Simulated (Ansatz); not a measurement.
## Contact densities of NaI against volume

```
Na I
1.0
     0.00000    3.58138    3.58138
     3.58138    0.00000    3.58138
     3.58138    3.58138    0.00000
Na I
1 1
Cartesian
  0.0000 0.0000 0.0000
  1.7907 1.7907 1.7907
```

Atoms are numbered in the order listed.

The structure comes from a relaxation in the same program, started in the zincblende type, and has space group F-43m. Whether it is a known phase or the ground state wasn't checked.

Spin–orbit coupling is left out, though it moves levels of the heavy atoms by tenths of an eV or more.

Theory: DFT, PBE, all-electron PAW with datasets made for the crystal, scalar-relativistic (Ansatz 0.2.0).

Sampling and basis: a Γ-centred 10×10×10 k mesh, Fermi–Dirac smearing of 0.05 eV, cutoff 260 eV (chosen by the program for this cell), no spin polarisation.

The contact density is the mean electron density over the nuclear volume; its changes set Mössbauer isomer shifts. Changes below are taken from the unscaled cell, where it is 5907.41 e/Å³ at Na1, 1.60372e+06 e/Å³ at I2.

| V/V(cell) | P (GPa) | Δρ(0) Na1 (e/Å³) | Δρ(0) I2 (e/Å³) |
| --- | --- | --- | --- |
| 0.9600 | 0.5 | ? | ? |
| 1.0000 | 0.0 | 0.00 | 0.00 |
| 1.0400 | -0.4 | -0.09 | ? |

Task: Give the missing entry: row "0.9600", column "Δρ(0) I2 (e/Å³)".

Result: -0.56.

Task: What belongs in the row "1.0400", column "Δρ(0) I2 (e/Å³)"?

Result: 0.53.

Task: What belongs in the row "0.9600", column "Δρ(0) Na1 (e/Å³)"?

Result: 0.10.

The datasets are made afresh for each cell, so very small changes are uncertain. Scalar relativity leaves out the p1/2 density at heavy nuclei.
